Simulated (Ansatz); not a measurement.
The system is AlFe.

```
Fe Al
1.0
     2.91000    0.00000    0.00000
     0.00000    2.91000    0.00000
     0.00000    0.00000    2.91000
Fe Al
1 1
Direct
  0.50000 0.50000 0.50000
  0.00000 0.00000 0.00000
```

| Property | Result |
| --- | --- |
| Program | Ansatz 0.2.0 |
| Task | relaxation of cell and atoms |
| Functional | BLYP |
| Dispersion | D3(BJ) |
| Potentials or basis | Ansatz PAW |
| Cutoff | 420 eV (not typed: the program's choice for these potentials) |
| k mesh | 9 × 9 × 9 |
| Occupations | fermi-dirac, width 0.05 eV |
| Spin | collinear spin, ferromagnetic start |
| Starting moments | [3.0, 0.0] μB |

At the start: volume 12.32 Å³/atom.

Problem. How do energy, volume and symmetry change on relaxing?

Solution. It ends after 7 steps and the volume is 11.27 Å³/atom (-8.5 %); space group Pm-3m (No. 221, to 0.05 Å); moment 0.52 μB per cell.

Step by step:
```tsv
step	energy change (eV)	largest force (eV/Å)	volume (Å³)
1	0.0000	0.0000	24.64
2	-0.0888	0.0000	23.22
3	-0.1004	0.0000	22.45
4	-0.1007	0.0000	22.56
5	-0.0998	0.0000	22.56
6	-0.0998	0.0000	22.55
7	-0.0998	0.0000	22.55
```

Final structure:
```yaml
crystal:
  lattice:
    - [2.82502, 0.00000, 0.00000]
    - [0.00000, 2.82502, 0.00000]
    - [0.00000, 0.00000, 2.82502]
  atoms:
    - { symbol: Fe, position: [0.50000, 0.50000, 0.50000] }
    - { symbol: Al, position: [0.00000, 0.00000, 0.00000] }
```

Caveat: the plane-wave basis is chosen anew once the cell has moved, so the energies of steps on either side of that aren't comparable; pairwise dispersion overbinds metals, which lowers pressure and volume; the PAW data sets come from PBE, with cores solved anew for the run's functional, which leaves a small shift of forces and pressure.
